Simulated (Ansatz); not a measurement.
In PbSe (rock salt type) the Pb atom of the primitive cell, with all its periodic images, is moved by 0.06 Å along [111].

```
Pb Se
1.0
     0.00000    3.10500    3.10500
     3.10500    0.00000    3.10500
     3.10500    3.10500    0.00000
Pb Se
1 1
Direct
  0.00558 0.00558 0.00558
  0.50000 0.50000 0.50000
```

The calculation used HSE06, plane waves, all-electron PAW datasets generated for the crystal, Dirac's equation for the inner shells Pb 4p, Pb 4d, Pb 4f, Se 3p and those below them, point nucleus in Ansatz 0.2.0 development build.

Cutoff 270 eV; exchange singularity: regularized; k-mesh 4×4×4 Γ-centred; Fermi–Dirac smearing of 0.05 eV; no spin polarisation; no spin–orbit coupling.

Task: What force results?

Result: The force on it along the displacement is 0.0376 eV/Å, a force constant of -0.63 eV/Å². It is negative: the force pushes the atom further, so on this mesh the structure is unstable along this displacement. On a mesh this coarse the force constant of so soft a mode can lie far from its converged value, in sign too.

```json
{"atom": "Pb1", "Fx (eV/Å)": "0.0217", "Fy (eV/Å)": "0.0217", "Fz (eV/Å)": "0.0217"}
{"atom": "Se2", "Fx (eV/Å)": "-0.0217", "Fy (eV/Å)": "-0.0217", "Fz (eV/Å)": "-0.0217"}
```

Where the force pushes the moved atom further off its site, the soft mode may be real or faked by the k-mesh. The k-mesh is modest, so these values aren't fully converged in k. Spin–orbit coupling is left out, which matters for 6p elements such as Tl, Pb and Bi.
